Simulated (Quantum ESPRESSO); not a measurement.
# GaN (P6_3mc) in Quantum ESPRESSO: further runs

Runs on GaN. Level: PBEsol. Tasks: single point, equation of state, band structure.

Program: Quantum ESPRESSO 7.5. These are calculated values, not measurements. Logs are shortened: lines on timing, memory, paths and dates and some standing lists are left out, and cuts for length are marked.

**What was measured.**

From “Studying electronic properties in GaN without electrical contacts using γ-γ vs e−-γ Perturbed Angular Correlations”, 2019, pmc:6823545, for a bulk crystal of GaN: band gap 3.503 ± 0.005 eV (direct).

How close the calculation comes is told below.

## (1) The crystal as given

The structure is hexagonal, space group P6_3mc (No. 186). Conventional cell: a = 3.180 Å, b = 3.180 Å, c = 5.166 Å, α = 90.00°, β = 90.00°, γ = 120.00°. Ga (site symmetry 3m) has 4 N at 1.94 to 1.95 Å as nearest neighbours. N (site symmetry 3m) is surrounded by 4 Ga at 1.94 to 1.95 Å.

## (2) Single point, PBEsol, 10.63 Å³/atom

The input, pw.in:

```
&CONTROL
  calculation = 'scf'
  prefix = 'pwscf'
  outdir = './tmp'
  pseudo_dir = './pseudo'
  tprnfor = .true.
  tstress = .true.
  disk_io = 'nowf'
/
&SYSTEM
  ibrav = 0
  nat = 4
  ntyp = 2
  ecutwfc = 45
  ecutrho = 360
  nbnd = 33
  occupations = 'smearing'
  smearing = 'fd'
  degauss = 0.00367493
/
&ELECTRONS
  conv_thr = 8d-10
  electron_maxstep = 120
  mixing_beta = 0.5
/
ATOMIC_SPECIES
Ga    69.7230 ga_pbesol_v1.4.uspp.F.UPF
N     14.0070 n_pbesol_v1.2.uspp.F.UPF
CELL_PARAMETERS angstrom
   3.1150838257    0.0000000000    0.0000000000
  -1.5575419129    2.6977417280    0.0000000000
   0.0000000000    0.0000000000    5.0605418376
ATOMIC_POSITIONS crystal
Ga     0.6666666667    0.3333333333    0.5000000000
Ga     0.3333333333    0.6666666667    0.0000000000
N      0.6666666667    0.3333333333    0.8750000000
N      0.3333333333    0.6666666667    0.3750000000
K_POINTS automatic
10 10 5 0 0 0
```

Potentials or basis: GBRV 1.5 PBEsol.

Command:

```
$ OMP_NUM_THREADS=1 pw.x -in pw.in > pw.out
```

pw.out:

```text
This program is part of the open-source Quantum ESPRESSO suite
     for quantum simulation of materials; please cite
         "P. Giannozzi et al., J. Phys.:Condens. Matter 21 395502 (2009);
         "P. Giannozzi et al., J. Phys.:Condens. Matter 29 465901 (2017);
         "P. Giannozzi et al., J. Chem. Phys. 152 154105 (2020);
     in publications or presentations arising from this work. More details at

     Message from routine setup:
     using ibrav=0 with symmetry is DISCOURAGED, use correct ibrav instead

     G-vector sticks info
     --------------------
     sticks:   dense  smooth     PW     G-vecs:    dense   smooth      PW
     Sum         847     433    127                33099    11705    1973

     Using Slab Decomposition

     bravais-lattice index     =            0
     lattice parameter (alat)  =       5.8867  a.u.
     unit-cell volume          =     286.9880 (a.u.)^3
     number of atoms/cell      =            4
     number of atomic types    =            2
     number of electrons       =        48.00
     number of Kohn-Sham states=           33
     kinetic-energy cutoff     =      45.0000  Ry
     charge density cutoff     =     360.0000  Ry
     scf convergence threshold =      8.0E-10
     mixing beta               =       0.5000
     number of iterations used =            8  plain     mixing
     Exchange-correlation= SLA  PW   PSX  PSC
                           (   1   4  10   8   0   0   0)

     celldm(1)=   5.886655  celldm(2)=   0.000000  celldm(3)=   0.000000
     celldm(4)=   0.000000  celldm(5)=   0.000000  celldm(6)=   0.000000

     crystal axes: (cart. coord. in units of alat)
               a(1) = (   1.000000   0.000000   0.000000 )
               a(2) = (  -0.500000   0.866025   0.000000 )
               a(3) = (   0.000000   0.000000   1.624528 )

     reciprocal axes: (cart. coord. in units 2 pi/alat)
               b(1) = (  1.000000  0.577350 -0.000000 )
               b(2) = (  0.000000  1.154701  0.000000 )
               b(3) = (  0.000000 -0.000000  0.615563 )

     PseudoPot. # 1 for Ga read from file:
     ga_pbesol_v1.4.uspp.F.UPF
     Pseudo is Ultrasoft + core correction, Zval = 19.0
     Generated by new atomic code, or converted to UPF format
     Using radial grid of  871 points,  6 beta functions with:
                l(1) =   0
                l(2) =   0
                l(3) =   1
                l(4) =   1
                l(5) =   2
                l(6) =   2
     Q(r) pseudized with  8 coefficients,  rinner =    1.250   1.250   1.250
                                                       1.250   1.250

     PseudoPot. # 2 for N  read from file:
     n_pbesol_v1.2.uspp.F.UPF
     Pseudo is Ultrasoft + core correction, Zval =  5.0
     Generated by new atomic code, or converted to UPF format
     Using radial grid of  729 points,  4 beta functions with:
                l(1) =   0
                l(2) =   0
                l(3) =   1
                l(4) =   1
     Q(r) pseudized with  8 coefficients,  rinner =    0.900   0.900   0.900

     atomic species   valence    mass     pseudopotential
     Ga               19.00    69.72300     Ga( 1.00)
     N                 5.00    14.00700     N ( 1.00)

     12 Sym. Ops. (no inversion) found ( 6 have fractional translation)

   Cartesian axes

     site n.     atom                  positions (alat units)
         1        Ga     tau(   1) = (   0.5000000   0.2886751   0.8122642  )
         2        Ga     tau(   2) = (  -0.0000000   0.5773503   0.0000000  )
         3        N      tau(   3) = (   0.5000000   0.2886751   1.4214623  )
         4        N      tau(   4) = (  -0.0000000   0.5773503   0.6091981  )

     number of k points=    42  Fermi-Dirac smearing, width (Ry)=  0.0037
                       cart. coord. in units 2pi/alat
        k(    1) = (   0.0000000   0.0000000   0.0000000), wk =   0.0040000
        k(    2) = (   0.0000000   0.0000000   0.1231127), wk =   0.0080000
        k(    3) = (   0.0000000   0.0000000   0.2462253), wk =   0.0080000
        k(    4) = (   0.0000000   0.1154701   0.0000000), wk =   0.0240000
        k(    5) = (   0.0000000   0.1154701   0.1231127), wk =   0.0480000
        k(    6) = (   0.0000000   0.1154701   0.2462253), wk =   0.0480000
[... 34 lines left out ...]
        k(   41) = (   0.3000000   0.5196152   0.1231127), wk =   0.0480000
        k(   42) = (   0.3000000   0.5196152   0.2462253), wk =   0.0480000

     Dense  grid:    33099 G-vectors     FFT dimensions: (  36,  36,  60)

     Smooth grid:    11705 G-vectors     FFT dimensions: (  25,  25,  48)

     Initial potential from superposition of free atoms

     starting charge      46.0000, renormalised to      48.0000
     Starting wfcs are   32 randomized atomic wfcs +    1 random wfcs

     Self-consistent Calculation

     iteration #  1     ecut=    45.00 Ry     beta= 0.50
     Davidson diagonalization with overlap
     ethr =  1.00E-02,  avg # of iterations =  4.5

     total energy              =    -865.21467959 Ry
     estimated scf accuracy    <      10.95888814 Ry

     iteration #  2     ecut=    45.00 Ry     beta= 0.50
     Davidson diagonalization with overlap
     ethr =  1.00E-02,  avg # of iterations =  2.0

     total energy              =    -869.95867893 Ry
     estimated scf accuracy    <       3.13824295 Ry

     iteration #  3     ecut=    45.00 Ry     beta= 0.50
     Davidson diagonalization with overlap
     ethr =  6.54E-03,  avg # of iterations =  2.0
[... 36 lines left out ...]
     total energy              =    -870.32926913 Ry
     estimated scf accuracy    <       0.00000101 Ry

     iteration #  9     ecut=    45.00 Ry     beta= 0.50
     Davidson diagonalization with overlap
     ethr =  2.10E-09,  avg # of iterations =  2.0

     total energy              =    -870.32926939 Ry
     estimated scf accuracy    <          6.8E-09 Ry

     iteration # 10     ecut=    45.00 Ry     beta= 0.50
     Davidson diagonalization with overlap
     ethr =  1.41E-11,  avg # of iterations =  3.8

     End of self-consistent calculation

          k = 0.0000 0.0000 0.0000 (  1473 PWs)   bands (ev):

   -80.5300 -80.5292 -80.5292 -80.5277 -80.5277 -80.5263  -4.6580  -3.4601
    -1.5390  -1.5127  -1.5127  -1.4331  -1.4331  -1.1926  -1.1926  -1.0687
    -1.0687   0.1864   4.3189  10.8129  10.8129  11.9042  11.9710  11.9710
    14.3083  16.5989  21.4752  22.1522  22.1522  23.1353  24.1230  24.1230
    26.7122

          k = 0.0000 0.0000 0.1231 (  1467 PWs)   bands (ev):

   -80.5294 -80.5286 -80.5286 -80.5279 -80.5279 -80.5273  -4.5224  -3.5317
    -1.5128  -1.5099  -1.5099  -1.4452  -1.4452  -1.1763  -1.1763  -1.0764
    -1.0764  -0.2858   5.1619  10.8504  10.9186  10.9186  11.8557  11.8557
    15.1473  16.6742  21.2007  22.1927  22.1927  22.2017  23.7207  23.7207
    27.1935

          k = 0.0000 0.0000 0.2462 (  1472 PWs)   bands (ev):
[... 89 lines left out ...]
   -80.5300 -80.5298 -80.5289 -80.5286 -80.5286 -80.5280  -3.5302  -3.2517
    -1.4693  -1.4023  -1.3503  -1.2693  -1.2254  -1.1553  -1.1015  -1.0525
    -0.3996   0.6223   5.1566   6.4706   7.7781   9.2350  10.2846  10.7774
    16.6216  17.4550  19.4763  20.4795  22.5931  23.0521  23.5229  25.8301
    25.9949

          k = 0.0000 0.4619 0.2462 (  1465 PWs)   bands (ev):

   -80.5301 -80.5299 -80.5289 -80.5288 -80.5284 -80.5278  -3.4030  -3.2960
    -1.4750  -1.4334  -1.3452  -1.2761  -1.2130  -1.1593  -1.0920  -1.0745
    -0.1772   0.2051   5.2316   5.7589   9.1569   9.6710  10.2325  10.2551
    16.3697  17.0654  19.8958  20.4124  22.2723  22.4235  23.9785  25.0951
    26.6963

          k = 0.0000-0.5774 0.0000 (  1452 PWs)   bands (ev):

   -80.5298 -80.5298 -80.5288 -80.5287 -80.5284 -80.5275  -3.4896  -3.2355
    -1.4628  -1.4242  -1.3094  -1.2561  -1.1878  -1.1795  -1.0812  -1.0361
     0.0553   0.5813   5.1057   6.3993   7.3533   8.9250   9.4754  10.8901
    17.0753  17.8061  18.1616  21.1013  22.5711  22.7285  24.6615  25.9943
    26.6552

          k = 0.0000-0.5774 0.1231 (  1466 PWs)   bands (ev):

   -80.5300 -80.5299 -80.5291 -80.5286 -80.5285 -80.5280  -3.4442  -3.2377
    -1.4752  -1.4005  -1.3409  -1.2759  -1.2058  -1.1353  -1.0801  -1.0472
     0.0891   0.5249   4.8464   5.9258   8.0679   9.0882   9.9251  10.6687
    16.6186  17.1331  19.5575  20.4530  22.7246  22.9674  23.4401  26.1242
    26.2568

          k = 0.0000-0.5774 0.2462 (  1464 PWs)   bands (ev):

   -80.5303 -80.5302 -80.5290 -80.5286 -80.5282 -80.5280  -3.3447  -3.2652
    -1.4825  -1.4394  -1.3378  -1.2615  -1.2005  -1.1369  -1.0758  -1.0654
     0.1971   0.3692   4.7560   5.1789   9.3535   9.5340  10.1323  10.1870
    16.2068  16.8459  19.8916  20.3467  22.1966  22.4898  23.9856  25.2332
    26.9628

          k = 0.1000 0.1732 0.0000 (  1457 PWs)   bands (ev):

   -80.5294 -80.5287 -80.5287 -80.5283 -80.5279 -80.5270  -4.3345  -3.3739
    -1.4943  -1.4713  -1.4360  -1.3985  -1.3513  -1.2199  -1.1937  -1.1239
    -1.0603   0.4038   4.7737   9.0694   9.7520  10.5160  11.5642  11.5870
    15.8853  18.0745  20.5477  20.5750  22.9822  23.0693  23.1609  24.7507
    25.7479

          k = 0.1000 0.1732 0.1231 (  1461 PWs)   bands (ev):

   -80.5294 -80.5287 -80.5286 -80.5285 -80.5280 -80.5271  -4.2150  -3.4234
    -1.4878  -1.4646  -1.4289  -1.4100  -1.3589  -1.1845  -1.1836  -1.1382
    -1.0685  -0.0280   5.5064   9.2524   9.5404  10.3436  11.3576  11.4263
    16.2375  18.1257  20.1492  20.6407  22.2973  22.9182  23.2290  24.3660
    26.7373
[... 163 lines left out ...]
   -80.5296 -80.5295 -80.5292 -80.5289 -80.5282 -80.5281  -3.3204  -3.2533
    -1.4887  -1.3370  -1.3028  -1.2425  -1.1881  -1.1861  -1.1342  -1.1250
     0.4107   0.7720   5.7266   6.0006   6.6838   8.7338   8.9441   9.6567
    17.5202  19.4251  20.2254  20.2693  21.6565  21.8495  24.8490  26.0667
    26.3051

          k = 0.3000 0.5196 0.2462 (  1449 PWs)   bands (ev):

   -80.5298 -80.5297 -80.5292 -80.5291 -80.5279 -80.5279  -3.2664  -3.2407
    -1.4047  -1.3790  -1.3606  -1.2930  -1.1849  -1.1831  -1.1354  -1.1234
     0.5229   0.6651   5.3945   5.5462   7.1456   7.9540   9.9927  10.3112
    18.3790  18.5870  19.5205  19.9494  21.3918  21.5822  25.2875  26.1799
    26.9357

     the Fermi energy is    13.2303 ev

!    total energy              =    -870.32926940 Ry
     estimated scf accuracy    <          3.3E-10 Ry
     smearing contrib. (-TS)   =      -0.00000000 Ry
     internal energy E=F+TS    =    -870.32926940 Ry

     The total energy is F=E-TS. E is the sum of the following terms:
     one-electron contribution =    -656.52711042 Ry
     hartree contribution      =     355.54097324 Ry
     xc contribution           =    -107.15690438 Ry
     ewald contribution        =    -462.18622784 Ry

     convergence has been achieved in  10 iterations

     Forces acting on atoms (cartesian axes, Ry/au):

     atom    1 type  1   force =     0.00000000    0.00000000   -0.00584536
     atom    2 type  1   force =     0.00000000    0.00000000   -0.00584536
     atom    3 type  2   force =     0.00000000   -0.00000000    0.00584536
     atom    4 type  2   force =     0.00000000    0.00000000    0.00584536

     Total force =     0.011691     Total SCF correction =     0.000011

     Computing stress (Cartesian axis) and pressure

          total   stress  (Ry/bohr**3)                   (kbar)     P=      145.50
   0.00092659   0.00000000   0.00000000          136.31        0.00        0.00
   0.00000000   0.00092659   0.00000000            0.00      136.31        0.00
   0.00000000   0.00000000   0.00111404            0.00        0.00      163.88

=------------------------------------------------------------------------------=
   JOB DONE.
=------------------------------------------------------------------------------=
```

Run time: 36 s. Hardware: 1 thread of Arm Neoverse V1, shared host; peak memory 0.18 GiB.

What came out:

```yaml
Free_energy: -11841.4330 eV
Pressure: 14.5 GPa
Largest_force: 0.150 eV/Å
Band_gap_on_the_k_mesh: 2.34 eV, direct
```

## (3) Single point, PBEsol, 10.86 Å³/atom

pw.in: that of step 2 with these lines changed.

```diff
@@ -29,5 +29,5 @@
 CELL_PARAMETERS angstrom
-   3.1150838257    0.0000000000    0.0000000000
-  -1.5575419129    2.6977417280    0.0000000000
-   0.0000000000    0.0000000000    5.0605418376
+   3.1370217585    0.0000000000    0.0000000000
+  -1.5685108793    2.7167405351    0.0000000000
+   0.0000000000    0.0000000000    5.0961806304
 ATOMIC_POSITIONS crystal
```

Potentials or basis: GBRV 1.5 PBEsol.

Command:

```
$ OMP_NUM_THREADS=1 pw.x -in pw.in > pw.out
```

It took 36 s on 1 thread of Arm Neoverse V1, shared host; peak memory 0.19 GiB.

Results (log left out):

| Item | Value |
| --- | --- |
| Free energy | -11841.5057 eV |
| Pressure | 9.5 GPa |
| Largest force | 0.144 eV/Å |
| Band gap on the k mesh | 2.20 eV, direct |

## (4) Single point, PBEsol, 11.08 Å³/atom

pw.in: that of step 3 with these lines changed.

```diff
@@ -29,5 +29,5 @@
 CELL_PARAMETERS angstrom
-   3.1370217585    0.0000000000    0.0000000000
-  -1.5685108793    2.7167405351    0.0000000000
-   0.0000000000    0.0000000000    5.0961806304
+   3.1586570750    0.0000000000    0.0000000000
+  -1.5793285375    2.7354772688    0.0000000000
+   0.0000000000    0.0000000000    5.1313278144
 ATOMIC_POSITIONS crystal
```

Command:

```
$ OMP_NUM_THREADS=1 pw.x -in pw.in > pw.out
```

Run time: 38 s. Hardware: 1 thread of Arm Neoverse V1, shared host; peak memory 0.19 GiB.

The run converged. Its results:

| Property | Result |
| --- | --- |
| Free energy | -11841.5509 eV |
| Pressure | 4.9 GPa |
| Largest force | 0.139 eV/Å |
| Band gap on the k mesh | 2.06 eV, direct |

## (5) Single point, PBEsol, 11.31 Å³/atom

pw.in: that of step 4 with these lines changed.

```diff
@@ -29,5 +29,5 @@
 CELL_PARAMETERS angstrom
-   3.1586570750    0.0000000000    0.0000000000
-  -1.5793285375    2.7354772688    0.0000000000
-   0.0000000000    0.0000000000    5.1313278144
+   3.1800000000    0.0000000000    0.0000000000
+  -1.5900000000    2.7539607840    0.0000000000
+   0.0000000000    0.0000000000    5.1660000000
 ATOMIC_POSITIONS crystal
```

Command:

```
$ OMP_NUM_THREADS=1 pw.x -in pw.in > pw.out
```

Wall time 38 s (1 thread of Arm Neoverse V1, shared host); peak memory 0.19 GiB.

Results (log left out):

```yaml
Free_energy: -11841.5715 eV
Pressure: 0.8 GPa
Largest_force: 0.133 eV/Å
Band_gap_on_the_k_mesh: 1.93 eV, direct
```

## (6) Single point, PBEsol, 11.54 Å³/atom

pw.in: that of step 5 with these lines changed.

```diff
@@ -29,5 +29,5 @@
 CELL_PARAMETERS angstrom
-   3.1800000000    0.0000000000    0.0000000000
-  -1.5900000000    2.7539607840    0.0000000000
-   0.0000000000    0.0000000000    5.1660000000
+   3.2010602164    0.0000000000    0.0000000000
+  -1.6005301082    2.7721994664    0.0000000000
+   0.0000000000    0.0000000000    5.2002129176
 ATOMIC_POSITIONS crystal
```

Potentials or basis: GBRV 1.5 PBEsol.

Command:

```
$ OMP_NUM_THREADS=1 pw.x -in pw.in > pw.out
```

Wall time 37 s (1 thread of Arm Neoverse V1, shared host); peak memory 0.2 GiB.

The run converged. Its results:

```yaml
Free_energy: -11841.5703 eV
Pressure: -2.9 GPa
Largest_force: 0.128 eV/Å
Band_gap_on_the_k_mesh: 1.80 eV, direct
```

## (7) Single point, PBEsol, 11.76 Å³/atom

pw.in: that of step 6 with these lines changed.

```diff
@@ -29,5 +29,5 @@
 CELL_PARAMETERS angstrom
-   3.2010602164    0.0000000000    0.0000000000
-  -1.6005301082    2.7721994664    0.0000000000
-   0.0000000000    0.0000000000    5.2002129176
+   3.2218469041    0.0000000000    0.0000000000
+  -1.6109234521    2.7902012661    0.0000000000
+   0.0000000000    0.0000000000    5.2339814801
 ATOMIC_POSITIONS crystal
```

Command:

```
$ OMP_NUM_THREADS=1 pw.x -in pw.in > pw.out
```

Run time: 37 s. Hardware: 1 thread of Arm Neoverse V1, shared host; peak memory 0.2 GiB.

The run converged. Its results:

- Free energy: -11841.5489 eV
- Pressure: -6.2 GPa
- Largest force: 0.123 eV/Å
- Band gap on the k mesh: 1.67 eV, direct

## (8) Single point, PBEsol, 11.99 Å³/atom

pw.in: that of step 7 with these lines changed.

```diff
@@ -29,5 +29,5 @@
 CELL_PARAMETERS angstrom
-   3.2218469041    0.0000000000    0.0000000000
-  -1.6109234521    2.7902012661    0.0000000000
-   0.0000000000    0.0000000000    5.2339814801
+   3.2423687753    0.0000000000    0.0000000000
+  -1.6211843877    2.8079737278    0.0000000000
+   0.0000000000    0.0000000000    5.2673198406
 ATOMIC_POSITIONS crystal
```

Command:

```
$ OMP_NUM_THREADS=1 pw.x -in pw.in > pw.out
```

It took 48 s on 1 thread of Arm Neoverse V1, shared host; peak memory 0.2 GiB.

It converged, with:

| Property | Result |
| --- | --- |
| Free energy | -11841.5099 eV |
| Pressure | -9.2 GPa |
| Largest force | 0.118 eV/Å |
| Band gap on the k mesh | 1.54 eV, direct |

## (9) Equation of state, PBEsol

Potentials or basis: GBRV 1.5 PBEsol.

This step only gathers the single runs of the series.

Results:

```
Equilibrium volume                        : 11.41 Å³/atom
Bulk modulus at fixed shape and positions : 188 GPa
Pressure derivative of the bulk modulus   : 4.4
```

Energy against volume, from the lowest point:
| volume (Å³/atom) | energy (meV/atom) |
| --- | --- |
| 10.632 | 34.64 |
| 10.858 | 16.47 |
| 11.084 | 5.16 |
| 11.310 | 0.00 |
| 11.537 | 0.32 |
| 11.763 | 5.67 |
| 11.989 | 15.41 |

Caveat: the cell was scaled at fixed shape and fractional positions, which overstates the stiffness of a crystal with free parameters, most of all of layers and chains.

(Part 1 of 2 ends here.)
